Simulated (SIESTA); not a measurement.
Crystal: MgO.

```
Mg O
1.0
     0.00000    2.09700    2.09700
     2.09700    0.00000    2.09700
     2.09700    2.09700    0.00000
Mg O
1 1
Cartesian
  0.0000 0.0000 0.0000
  2.0970 2.0970 2.0970
```

The cell is a database's computed one.

| Quantity | Value |
| --- | --- |
| Program | SIESTA 5.4.2 |
| Task | relaxation of cell and atoms |
| Functional | BLYP |
| Potentials or basis | PseudoDojo 0.4 standard (PBE files) |
| Basis | DZP (energy shift 0.002 Ry) |
| Grid cutoff | 800 Ry |
| Energy shift | 0.002 Ry |
| k mesh | 11 × 11 × 11 |
| Occupations | fermi-dirac, width 0.05 eV |
| Spin | no spin polarisation |

At the start: pressure 13.0 GPa; volume 9.22 Å³/atom.

Problem. Where does the relaxation end?

Solution. Over 4 steps the energy falls by 27.5 meV/atom and the volume is 9.95 Å³/atom (+7.9 %); space group Fm-3m (No. 225, to 0.05 Å).

Step by step:
| step | energy change (eV) | largest force (eV/Å) | pressure (GPa) | volume (Å³) |
| --- | --- | --- | --- | --- |
| 1 | 0.0000 | 0.0000 | 12.98 | 18.44 |
| 2 | -0.0212 | 0.0000 | 9.87 | 18.74 |
| 3 | -0.0546 | 0.0000 | 0.90 | 19.79 |
| 4 | -0.0550 | 0.0000 | 0.12 | 19.90 |

Final structure:
```
Mg O
1.0
    -0.00019    2.15090    2.15090
     2.15090   -0.00019    2.15090
     2.15090    2.15090   -0.00019
Mg O
1 1
Cartesian
  0.0000 0.0000 0.0000
  2.1508 2.1508 2.1508
```

Caveat: semicore shells carry a single zeta, which can move pressures by several GPa and volumes by a few percent; the potentials were made for another functional, which shifts forces and pressure; the basis of atomic orbitals isn't converged, which shifts pressures, moduli and gaps.
